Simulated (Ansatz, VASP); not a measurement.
# One calculation of ZnS, two programs

Contents of INCAR:

```
  ALGO = Normal
  EDIFF = 1E-6
  ENCUT = 520
  GGA = PE
  ISIF = 2
  ISMEAR = 0
  LASPH = True
  LCHARG = True
  LELF = True
  LREAL = False
  LVHAR = True
  LWAVE = False
  NBANDS = 16
  NELM = 60
  PREC = Accurate
  SIGMA = 0.02
```

Contents of KPOINTS:

```
k-points
0
Gamma
  8 8 8
```

Contents of POSCAR:

```
ZnS
1.0
    0.0000000000      2.6660352436      2.6660352436
    2.6660352436      0.0000000000      2.6660352436
    2.6660352436      2.6660352436      0.0000000000
Zn S
1 1
Direct
    0.2500000000      0.2500000000      0.2500000000
    0.0000000000      0.0000000000      0.0000000000
```

Input for Ansatz:

```yaml
crystal:
  lattice:
    - [0.0, 2.6660352436, 2.6660352436]
    - [2.6660352436, 0.0, 2.6660352436]
    - [2.6660352436, 2.6660352436, 0.0]
  atoms:
    - { symbol: Zn, position: [0.25, 0.25, 0.25] }
    - { symbol: S, position: [0.0, 0.0, 0.0] }
basis:
  ecutwfc: 420
kpoints:
  mp_grid: { grid: [8, 8, 8] }
hamiltonian:
  xc: pbe
scf:
  occupations: { method: gaussian, width: 0.02 }
output:
  forces: true
  stress: true
  eigenvalues: true
```

Alike in both runs: task single point; functional PBE; k mesh 8 × 8 × 8; occupations gaussian, width 0.02 eV; no spin polarisation.

|  | VASP | Ansatz |
| --- | --- | --- |
| version | VASP 6.6.1 | Ansatz 0.2.0 |
| potentials or method | VASP PAW PBE potentials, release 64 (Zn, S) | scalar-relativistic, plane waves, PAW |
| plane-wave cutoff (eV) | 520 | 420 |
| valence electrons in the cell | 18 | 18 |

|  | VASP | Ansatz | Ansatz less VASP |
| --- | --- | --- | --- |
| gap on the k mesh at the Fermi level (eV) | 2.29 | 2.29 | -0.007 |
| least direct gap on the mesh (eV) | 2.29 | 2.29 | -0.007 |
| pressure (GPa) | 5.1 | 5.0 | -0.17 |

Expect the measured gap to be larger: semilocal functionals such as PBE lack the derivative discontinuity.
